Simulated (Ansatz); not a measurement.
Input of an Ansatz 0.2.0 run:

Contents of input.yaml:

```yaml
crystal:
  lattice:
    - [3.16, 0.0, 0.0]
    - [0.0, 3.16, 0.0]
    - [0.0, 0.0, 3.16]
  atoms:
    - { symbol: Sb, position: [0.0, 0.0, 0.0] }
kpoints:
  mp_grid: { grid: [8, 8, 8] }
scf:
  occupations: { method: fermi_dirac, width: 0.05 }
hamiltonian:
  xc: pbesol
  pseudopotentials: { kind: all_electron, datasets: crystal }
output:
  forces: true
  stress: true
  eigenvalues: true
  dos: { projected: false, de: 0.2, e_range: [-20, 6] }
```

Potentials or basis: all-electron PAW datasets made for the crystal.

Command:

```console
$ ansatz run input.yaml --threads 1 --pin off --max-ram 3072MiB --backend cpu --events-out ev --progress --plain --runs-dir out
```

Task: What does it give for the pressure?

Result: -4.7 GPa.

Task: Predict the band gap on the k mesh.

Result: None (metal or under the smearing width).

States per cell in windows of 1 eV (zero at the Fermi level; states under -8 eV left out):
| from (eV) | total |
| --- | --- |
| -8.0 | 0.32 |
| -7.0 | 0.11 |
| -6.0 | 0.03 |
| -5.0 | 0.22 |
| -4.0 | 0.64 |
| -3.0 | 0.80 |
| -2.0 | 0.74 |
| -1.0 | 0.58 |
| 0.0 | 0.50 |
| 1.0 | 0.58 |
| 2.0 | 0.63 |
| 3.0 | 0.81 |
| 4.0 | 0.81 |
| 5.0 | 0.53 |

Caveat: the program warned that the printed levels may be off, so bands, gaps and densities of states are rough. Spin-orbit coupling is left out, which matters for the levels of Sb.
